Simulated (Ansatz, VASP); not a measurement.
Given: the input of a run of VASP 6.6.1 on Al2Pt.

File INCAR:

```
SYSTEM = Al2Pt
PREC     = Accurate       ! precision mode
ENCUT    = 600            ! plane-wave cutoff, eV
EDIFF    = 1E-7           ! SCF threshold, eV
ISMEAR   = -1             ! smearing method
SIGMA    = 0.05           ! smearing width, eV
LREAL    = .FALSE.        ! projectors in reciprocal space
LASPH    = .TRUE.         ! aspherical terms in the spheres
NELM     = 100            ! most SCF steps
ALGO     = Normal         ! electronic algorithm
ISIF     = 3              ! what is computed and relaxed
LWAVE    = .FALSE.        ! write WAVECAR
LCHARG   = .FALSE.        ! write CHGCAR
GGA      = PE             ! functional
IVDW     = 13             ! dispersion correction
IBRION   = 2              ! ionic algorithm
NSW      = 60             ! ionic steps
EDIFFG   = -0.01          ! ionic threshold
```

Contents of KPOINTS:

```
Automatic mesh
0
G
  8 8 8
  0 0 0
```

Contents of POSCAR:

```
Al2Pt
1.0
    0.0000000000      2.9550000000      2.9550000000
    2.9550000000      0.0000000000      2.9550000000
    2.9550000000      2.9550000000      0.0000000000
Pt Al
1 2
Direct
    0.0000000000      0.0000000000      0.0000000000
    0.7500000000      0.7500000000      0.7500000000
    0.2500000000      0.2500000000      0.2500000000
```

Potentials or basis: VASP PAW PBE potentials, release 64 (Pt, Al).

Run with:

```bash
$ cat potpaw_PBE.64/Pt/POTCAR potpaw_PBE.64/Al/POTCAR > POTCAR
$ mpirun -np 1 vasp_std > vasp.out
```

Problem. Translate it to Ansatz 0.2.0. Potentials there: Ansatz PAW.

Solution. As run (the cutoff follows the program's own potentials):

The input input.yaml:

```yaml
crystal:
  lattice:
    - [0.0, 2.955, 2.955]
    - [2.955, 0.0, 2.955]
    - [2.955, 2.955, 0.0]
  atoms:
    - { symbol: Pt, position: [0.0, 0.0, 0.0] }
    - { symbol: Al, position: [0.75, 0.75, 0.75] }
    - { symbol: Al, position: [0.25, 0.25, 0.25] }
hamiltonian:
  xc: pbe
  pseudopotentials: { kind: paw }
  dispersion: d4
kpoints:
  mp_grid: { grid: [8, 8, 8] }
scf:
  occupations: { method: fermi_dirac, width: 0.05 }
output:
  forces: true
  stress: true
  eigenvalues: true
relax:
  f_tol: 0.01
  max_steps: 40
  cell: { stress_tol: 0.05 }
```

Potentials or basis: Ansatz PAW.

Launch:

```console
$ ansatz run input.yaml --threads 2 --pin off --max-ram 5632MiB --backend cpu --events-out ev --progress --plain --runs-dir out
```

Both were run:

|  | VASP | Ansatz | Ansatz less VASP |
| --- | --- | --- | --- |
| gap on the k mesh at the Fermi level, each at its own relaxed structure (eV) | none | none | - |
| relaxed volume (Å³/atom) | 17.00 | 17.02 | +0.019 |
| relaxed cell length with the largest relative difference (Å) | 4.163 | 4.164 | +0.0016 |
| energy change over the relaxation (meV/atom) | -1 | -1 | +0.2 |

A gap of «none» marks a metal or a gap that the smearing closes. The two sets of potentials don't hold the same shells in valence.

Caveats: pairwise dispersion overbinds metals, which lowers pressure and volume; the plane-wave basis is chosen anew once the cell has moved, so the energies of steps on either side of that aren't comparable (Ansatz). Spin-orbit coupling is left out, which matters for the levels of Pt.
